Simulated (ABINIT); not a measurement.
# A GW run on AlN (F-43m) in ABINIT, with inputs changed

Aim: change inputs of a GW run on AlN (F-43m) and see what moves.

Calculated with ABINIT 10.8.3; PBE and many-body steps on it, plane waves.

## (1) Set-up

The structure is cubic, space group F-43m (No. 216). The conventional cell has a = 4.368 Å, b = 4.368 Å, c = 4.368 Å, α = 90.00°, β = 90.00°, γ = 90.00°. Al has 4 N at 1.89 Å nearest. Nearest to N lie 4 Al at 1.89 Å. Farther neighbours and most contacts between anions are not listed.

The cell and positions are those that the Materials Project relaxed with its own functionals (PBE, PBE+U or r2SCAN), kept fixed. This is not the form that AlN usually takes at ambient conditions.

## (2) Screening, 6×6×6 mesh, 90 bands, screening to 228.6 eV

This step: ABINIT 10.8.3; RPA screening on PBE, plane waves, norm-conserving pseudopotentials.

The RPA dielectric matrix is built and inverted for each q.

run.abi reads:

```
acell 3*1.0 Angstrom
rprim 
  -0.000000000000 2.183993559600 2.183993559600
  2.183993559600 -0.000000000000 2.183993559600
  2.183993559600 2.183993559600 -0.000000000000
ntypat 2
znucl 13 7
natom 2
typat 1 2
xred 
  0.000000000000 0.000000000000 0.000000000000
  0.750000000000 0.750000000000 0.750000000000
pp_dirpath "pseudos"
pseudos "Al.upf, N.upf"
ecut 36
ngkpt 6 6 6
nshiftk 1
shiftk 0 0 0
kptopt 1
chksymbreak 0
istwfk *1
occopt 1
irdwfk 1
optdriver 3
nband 90
ecuteps 8.4
inclvkb 2
awtr 1
symchi 1
indata_prefix "in"
outdata_prefix "out"
tmpdata_prefix "tmp"
```

Command:

```console
$ OMP_NUM_THREADS=1 mpirun -n 4 abinit run.abi > log
```

What it wrote:

```text
.Version 10.8.3 of ABINIT. v10.8.2 released Aug 2026.

 Symmetries : space group F-4 3 m (#216); Bravais cF (face-center cubic)
[... echo of the input left out ...]
== DATASET  1 ==================================================================
-   mpi_nproc: 4, omp_nthreads: 1 (-1 if OMP is not activated)

--- !DatasetInfo
iteration_state: {dtset: 1, }
dimensions: {natom: 2, nkpt: 16, mband: 90, nsppol: 1, nspinor: 1, nspden: 1, mpw: 1464, }
cutoff_energies: {ecut:  36.0, pawecutdg:  -1.0, }
electrons: {nelect:   8.00000000E+00, charge:   0.00000000E+00, occopt:   1.00000000E+00, tsmear:   1.00000000E-02, }

 SCREENING: Calculation of the susceptibility and dielectric matrices

 Based on a program developped by R.W. Godby, V. Olevano, G. Onida, and L. Reining.
 Incorporated in ABINIT by V. Olevano, G.-M. Rignanese, and M. Torrent.
.Using double precision arithmetic ; gwpc =  8

[... cell and pseudopotentials left out ...]
--------------------------------------------------------------------------------

 ==== K-mesh for the wavefunctions ====
 Number of points in the irreducible wedge :    16
[... list of points left out ...]
 Together with 24 symmetry operations and time-reversal symmetry
 yields   216 points in the full Brillouin Zone.

 ==== Q-mesh for the screening function ====
 Number of points in the irreducible wedge :    16
[... list of points left out ...]
 Together with 24 symmetry operations and time-reversal symmetry
 yields   216 points in the full Brillouin Zone.

 setmesh: FFT mesh size selected  =    24x   24x   24
          total number of points  =        13824

 vcoul_init : cutoff-mode = AUXILIARY_FUNCTION
 q-points for optical limit:   1
     1)      0.000010    0.000020    0.000030

- screening: taking advantage of time-reversal symmetry
- Maximum band index for partially occupied states nbvw = 4
- Remaining bands to be divided among processors   nbcw = 86
- Number of bands treated by each node ~21

 Number of electrons calculated from density =    8.0000; Expected =    8.0000
 average of density, n =  0.056900
 r_s =    1.6129
 omega_plasma =   23.0097 [eV]

 calculating chi0 at frequencies [eV] :
  1    0.000000E+00    0.000000E+00
  2    0.000000E+00    2.300966E+01

--------------------------------------------------------------------------------
  q-point number  1        q = ( 0.000000, 0.000000, 0.000000) [r.l.u.]
--------------------------------------------------------------------------------
[... chi0 elements left out ...]
 For q-point:  0.000010 0.000020 0.000030
  dielectric constant =   4.3476
  dielectric constant without local fields =   4.7910

  Average fulfillment of the sum rule on Im[epsilon] for q-point    1 :     87.09  [%]
[... wings left out ...]
  q-point number  2        q = ( 0.166667, 0.000000, 0.000000) [r.l.u.]
--------------------------------------------------------------------------------
[... chi0 elements left out ...]
  Average fulfillment of the sum rule on Im[epsilon] for q-point    2 :     94.92  [%]

 [... 14 further q-points ...]
```

Elapsed: 39 s, on 4 MPI ranks of Arm Neoverse V1, shared host; peak memory 0.7 GiB; 2.6 min of CPU time.

Numbers from this step:

- ε∞ with local fields, on this mesh, along the program's q direction: 4.348
- the same without local fields: 4.791
- plasma frequency: 23.01 eV
- plane waves in the screening matrix: 169

Local fields lower ε∞ by 9 %.

## (3) Base

The self-energy is evaluated for the states that the input lists, and the levels follow from it, in one-shot runs by the linearised quasiparticle equation.

This step: G0W0 on PBE, plane waves, norm-conserving pseudopotentials.

Edit run.abi of step 2 so:

```diff
@@ -23,8 +23,17 @@
 irdwfk 1
-optdriver 3
+optdriver 4
 nband 90
+gwcalctyp 0
+ecutsigx 36
+symsigma 1
+nkptgw 2
+kptgw 
+  0.0000000000 0.0000000000 0.0000000000
+  0.5000000000 0.5000000000 0.0000000000
+bdgw 
+  2 8
+  3 6
 ecuteps 8.4
-inclvkb 2
-awtr 1
-symchi 1
+irdscr 1
+ppmodel 1
 indata_prefix "in"
```

What it wrote:

```text
.Version 10.8.3 of ABINIT. v10.8.2 released Aug 2026.

 Symmetries : space group F-4 3 m (#216); Bravais cF (face-center cubic)
[... echo of the input left out ...]
== DATASET  1 ==================================================================
-   mpi_nproc: 4, omp_nthreads: 1 (-1 if OMP is not activated)

--- !DatasetInfo
iteration_state: {dtset: 1, }
dimensions: {natom: 2, nkpt: 16, mband: 90, nsppol: 1, nspinor: 1, nspden: 1, mpw: 1464, }
cutoff_energies: {ecut:  36.0, pawecutdg:  -1.0, }
electrons: {nelect:   8.00000000E+00, charge:   0.00000000E+00, occopt:   1.00000000E+00, tsmear:   1.00000000E-02, }

 SIGMA: Calculation of the GW corrections

 Based on a program developped by R.W. Godby, V. Olevano, G. Onida, and L. Reining.
 Incorporated in ABINIT by V. Olevano, G.-M. Rignanese, and M. Torrent.
.Using double precision arithmetic ; gwpc =  8

[... cell and pseudopotentials left out ...]
--------------------------------------------------------------------------------

 ==== K-mesh for the wavefunctions ====
 Number of points in the irreducible wedge :    16
[... list of points left out ...]
 Together with 24 symmetry operations and time-reversal symmetry
 yields   216 points in the full Brillouin Zone.

 ==== Q-mesh for screening function ====
 Number of points in the irreducible wedge :    16
[... list of points left out ...]
 Together with 24 symmetry operations and time-reversal symmetry
 yields   216 points in the full Brillouin Zone.

 vcoul_init : cutoff-mode = AUXILIARY_FUNCTION
 q-points for optical limit:   1
     1)      0.000010    0.000020    0.000030
 setmesh: FFT mesh size selected  =    32x   32x   32
          total number of points  =        32768

 Number of electrons calculated from density =    8.0000; Expected =    8.0000
 average of density, n =  0.056900
 r_s =    1.6129
 omega_plasma =   23.0097 [eV]

 === KS Band Gaps ===
  >>>> For spin  1
   Minimum direct gap =   4.1921 [eV], located at k-point      :   0.0000  0.0000  0.0000
   Fundamental gap    =   3.3248 [eV], Top of valence bands at :   0.0000  0.0000  0.0000
                                       Bottom of conduction at :   0.5000  0.5000  0.0000
 SIGMA fundamental parameters:
 PLASMON POLE MODEL  1
 number of plane-waves for SigmaX                 1459
 number of plane-waves for SigmaC and W            169
 number of plane-waves for wavefunctions          1459
 number of bands                                    90
 number of independent spin polarizations            1
 number of spinorial components                      1
 number of k-points in IBZ                          16
 number of q-points in IBZ                          16
 number of symmetry operations                      24
 number of k-points in BZ                          216
 number of q-points in BZ                          216
 number of frequencies for dSigma/dE                 9
 frequency step for dSigma/dE [eV]                0.25
 number of omega for Sigma on real axis              0
 max omega for Sigma on real axis  [eV]           0.00
 zcut for avoiding poles [eV]                     0.10

 EPSILON^-1 parameters (SCR file):
 dimension of the eps^-1 matrix on file            169
 dimension of the eps^-1 matrix used               169
 number of plane-waves for wavefunctions          1459
 number of bands                                    90
 number of q-points in IBZ                          16
 number of frequencies                               2
 number of real frequencies                          1
 number of imag frequencies                          1

 matrix elements of self-energy operator (all in [eV])

 Perturbative Calculation

--- !SelfEnergy_ee
iteration_state: {dtset: 1, }
kpoint     : [   0.000,    0.000,    0.000, ]
spin       : 1
KS_gap     :    4.192
QP_gap     :    5.579
Delta_QP_KS:    1.387
data: !SigmaeeData |
     Band     E0 <VxcDFT>   SigX SigC(E0)      Z dSigC/dE  Sig(E)    E-E0       E
        2   5.159 -16.959 -20.996   2.991   0.786  -0.273 -17.780  -0.821   4.338
        3   5.159 -16.959 -20.996   2.991   0.786  -0.273 -17.780  -0.821   4.338
        4   5.159 -16.959 -20.996   2.991   0.786  -0.273 -17.780  -0.821   4.338
        5   9.351 -12.531  -8.056  -3.782   0.815  -0.226 -11.966   0.566   9.916
        6  17.748  -9.892  -4.092  -5.054   0.815  -0.227  -9.283   0.608  18.356
        7  17.748  -9.892  -4.092  -5.054   0.815  -0.227  -9.283   0.608  18.356
        8  17.748  -9.892  -4.092  -5.054   0.815  -0.227  -9.283   0.608  18.356

--- !SelfEnergy_ee
iteration_state: {dtset: 1, }
kpoint     : [   0.500,    0.500,    0.000, ]
spin       : 1
KS_gap     :    5.100
QP_gap     :    6.574
Delta_QP_KS:    1.474
data: !SigmaeeData |
     Band     E0 <VxcDFT>   SigX SigC(E0)      Z dSigC/dE  Sig(E)    E-E0       E
        3   3.383 -15.432 -20.146   3.288   0.782  -0.279 -16.547  -1.116   2.268
        4   3.383 -15.432 -20.146   3.288   0.782  -0.279 -16.547  -1.116   2.268
        5   8.483  -9.206  -5.016  -3.760   0.836  -0.197  -8.847   0.359   8.842
        6  13.810  -9.461  -4.383  -4.362   0.838  -0.193  -8.861   0.600  14.410

== END DATASET(S) ==============================================================
================================================================================

 -outvars: echo values of variables after computation  --------
           etotal      0.0000000000E+00
            nband          90
             nkpt          16
          spgroup         216
 [... the other variables as echoed above ...]

 Calculation completed.
```

Run time: 10 s. Hardware: 4 MPI ranks; peak memory 0.74 GiB; 41 s of CPU time.

Numbers from this step:

- G0W0 gap on the points computed: 4.504 eV
- starting gap on the mesh: 3.325 eV
- k of the valence top: 0, 0, 0
- k of the conduction bottom: 0.5, 0.5, 0
- Z at the valence top: 0.786
- Z at the conduction bottom: 0.836
- least direct G0W0 gap on the computed points: 5.578 eV

The gap on the mesh goes from 3.32 eV to 4.50 eV, a correction of +1.18 eV.

## (4) Coulomb singularity

Edit run.abi of step 3 so:

```diff
@@ -38,2 +38,3 @@
 ppmodel 1
+gw_icutcoul 3
 indata_prefix "in"
```

What it wrote:

```text
.Version 10.8.3 of ABINIT. v10.8.2 released Aug 2026.

 Symmetries : space group F-4 3 m (#216); Bravais cF (face-center cubic)
[... echo of the input left out ...]
== DATASET  1 ==================================================================
-   mpi_nproc: 4, omp_nthreads: 1 (-1 if OMP is not activated)

--- !DatasetInfo
iteration_state: {dtset: 1, }
dimensions: {natom: 2, nkpt: 16, mband: 90, nsppol: 1, nspinor: 1, nspden: 1, mpw: 1464, }
cutoff_energies: {ecut:  36.0, pawecutdg:  -1.0, }
electrons: {nelect:   8.00000000E+00, charge:   0.00000000E+00, occopt:   1.00000000E+00, tsmear:   1.00000000E-02, }

 SIGMA: Calculation of the GW corrections

 Based on a program developped by R.W. Godby, V. Olevano, G. Onida, and L. Reining.
 Incorporated in ABINIT by V. Olevano, G.-M. Rignanese, and M. Torrent.
.Using double precision arithmetic ; gwpc =  8

[... cell and pseudopotentials left out ...]
--------------------------------------------------------------------------------

 ==== K-mesh for the wavefunctions ====
 Number of points in the irreducible wedge :    16
[... list of points left out ...]
 Together with 24 symmetry operations and time-reversal symmetry
 yields   216 points in the full Brillouin Zone.

 ==== Q-mesh for screening function ====
 Number of points in the irreducible wedge :    16
[... list of points left out ...]
 Together with 24 symmetry operations and time-reversal symmetry
 yields   216 points in the full Brillouin Zone.

 vcoul_init : cutoff-mode = CRYSTAL
 q-points for optical limit:   1
     1)      0.000010    0.000020    0.000030
 setmesh: FFT mesh size selected  =    32x   32x   32
          total number of points  =        32768

 Number of electrons calculated from density =    8.0000; Expected =    8.0000
[...]
number of omega for Sigma on real axis              0
 max omega for Sigma on real axis  [eV]           0.00
 zcut for avoiding poles [eV]                     0.10

 EPSILON^-1 parameters (SCR file):
 dimension of the eps^-1 matrix on file            169
 dimension of the eps^-1 matrix used               169
 number of plane-waves for wavefunctions          1459
 number of bands                                    90
 number of q-points in IBZ                          16
 number of frequencies                               2
 number of real frequencies                          1
 number of imag frequencies                          1

 matrix elements of self-energy operator (all in [eV])

 Perturbative Calculation

--- !SelfEnergy_ee
iteration_state: {dtset: 1, }
kpoint     : [   0.000,    0.000,    0.000, ]
spin       : 1
KS_gap     :    4.192
QP_gap     :    5.516
Delta_QP_KS:    1.324
data: !SigmaeeData |
     Band     E0 <VxcDFT>   SigX SigC(E0)      Z dSigC/dE  Sig(E)    E-E0       E
        2   5.159 -16.959 -20.578   2.831   0.790  -0.265 -17.582  -0.623   4.536
        3   5.159 -16.959 -20.578   2.831   0.790  -0.265 -17.582  -0.623   4.536
        4   5.159 -16.959 -20.578   2.831   0.790  -0.265 -17.582  -0.623   4.536
[...]
--- !SelfEnergy_ee
iteration_state: {dtset: 1, }
kpoint     : [   0.500,    0.500,    0.000, ]
spin       : 1
KS_gap     :    5.100
QP_gap     :    6.516
Delta_QP_KS:    1.416
data: !SigmaeeData |
     Band     E0 <VxcDFT>   SigX SigC(E0)      Z dSigC/dE  Sig(E)    E-E0       E
[...]
5   8.483  -9.206  -5.016  -3.600   0.841  -0.189  -8.710   0.496   8.979
        6  13.810  -9.461  -4.383  -4.201   0.843  -0.186  -8.722   0.739  14.549

== END DATASET(S) ==============================================================
================================================================================

 -outvars: echo values of variables after computation  --------
           etotal      0.0000000000E+00
            nband          90
             nkpt          16
          spgroup         216
 [... the other variables as echoed above ...]

 Calculation completed.
```

Elapsed: 10 s, on 4 MPI ranks; peak memory 0.74 GiB.

This step gave:

```
G0W0 gap on the points computed              : 4.443 eV
starting gap on the mesh                     : 3.325 eV
k of the valence top                         : 0, 0, 0
k of the conduction bottom                   : 0.5, 0.5, 0
Z at the valence top                         : 0.79
Z at the conduction bottom                   : 0.841
least direct G0W0 gap on the computed points : 5.516 eV
```

Against G0W0 in ABINIT (6×6×6 mesh, 90 bands, screening to 228.6 eV, Godby-Needs plasmon pole), the gap moves by −0.061 eV.

## (5) Side by side

Times are wall times on 4 MPI ranks of Arm Neoverse V1, shared host, good to a factor of about two. A run's time includes the screening step that it read.

| run | mesh | bands | screening cutoff (eV) | DFT gap (eV) | gap on the mesh (eV) | direct (eV) | ε∞ used | time |
| --- | --- | --- | --- | --- | --- | --- | --- | --- |
| base | 6×6×6 | 90 | 228.6 | 3.325 | 4.504 | 5.578 | 4.35 | 49 s |
| Coulomb singularity | 6×6×6 | 90 | 228.6 | 3.325 | 4.443 | 5.516 | 4.35 | 49 s |

## (6) Summary of results

* base: 4.504 eV
* Coulomb singularity: 4.443 eV
* known limits: not at the basis limit

In words: Coulomb singularity: −0.061 eV against base (keys changed: gw_icutcoul). Bands and cutoff are finite, so the gap is not at the basis limit. The miss can reach some tenths of an eV and take either sign; the mesh is an error of its own. In the G0W0 runs levels were corrected at 2 k points alone, so a gap called «on the mesh» is the least over those, and an edge elsewhere would be missed.

[Paths, hosts, dates, memory and timing lines, banners, echoed tables and standing remarks are left out of the program output.]

[Logs are printed without paths, hosts, clocks, repeated set-up lines and the standing remarks that a program may print on its own settings, such as how far it seeks lower states.]

[Runs of the session that timed out or met a known fault of the program may be left out.]

[Hosts, paths, dates, database ids (printed as entryN), source tags and the programs' standing remarks are cut or masked in the printed files.]

[G0W0 gaps are taken among the corrected bands and points alone; a level outside them can change the order at an edge.]

[Where Ansatz stands beside ABINIT at settings called matched, ABINIT's density can come from a denser mesh and the files from another edition; pairs whose starting gaps differed by over 0.03 eV were left out, so agreement reads better than it is.]
